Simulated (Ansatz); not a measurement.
# CuO (Tenorite) under changes of volume

One of the cells (10.135 Å³/atom); the others are scaled copies at fixed shape and fractional positions:

```xyz
4
Lattice="2.3418 -1.7113 0.0000 2.3418 1.7113 0.0000 -0.8500 0.0000 5.0579" Properties=species:S:1:pos:R:3 pbc="T T T"
Cu    0.7459   -0.8557    2.5289
Cu    1.1709    0.8557    0.0000
O     1.7043    0.2793    3.7934
O     2.1293   -0.2793    1.2645
```

- Program: Ansatz 0.2.0
- Functional: revPBE
- Dispersion: D3(BJ)
- Potentials or basis: Ansatz PAW
- Cutoff: 420 eV (not typed: the program's choice for these potentials)
- k mesh: 10 × 10 × 5
- Occupations: fermi-dirac, width 0.05 eV
- Spin: no spin polarisation

| volume (Å³/atom) | energy over the lowest point (meV/atom) | pressure (GPa) | largest force (eV/Å) |
| --- | --- | --- | --- |
| 9.527 | 25.57 | 13.3 | 0.001 |
| 9.730 | 11.70 | 8.7 | 0.077 |
| 9.932 | 3.38 | 4.6 | 0.148 |
| 10.135 | 0.00 | 0.9 | 0.214 |
| 10.338 | 1.02 | -2.4 | 0.274 |
| 10.540 | ? | ? | ? |
| 10.743 | 14.45 | -8.0 | 0.380 |

Question: What does the run at 10.540 Å³/atom give?

Answer: Energy over the lowest point 5.98 meV/atom; pressure -5.3 GPa; largest force 0.330 eV/Å.

Worked out: A Birch-Murnaghan fit of order 3 (a polynomial in V^(-2/3)) to the other rows has its minimum at 10.19 Å³/atom with B0 = V·E''(V) = 170 GPa and B' = 4.7 at fixed shape and positions, which overstates the stiffness. It gives 5.96 meV/atom at 10.540 Å³/atom, against the run's 5.98, and -dE/dV = -5.4 GPa, against -5.3.

Energies are extrapolated to zero smearing.

Caveats: the run has no spin polarisation, though such a crystal can be magnetic; pairwise dispersion overbinds metals, which lowers pressure and volume; the PAW data sets come from PBE, with cores solved anew for the run's functional, which leaves a small shift of forces and pressure.
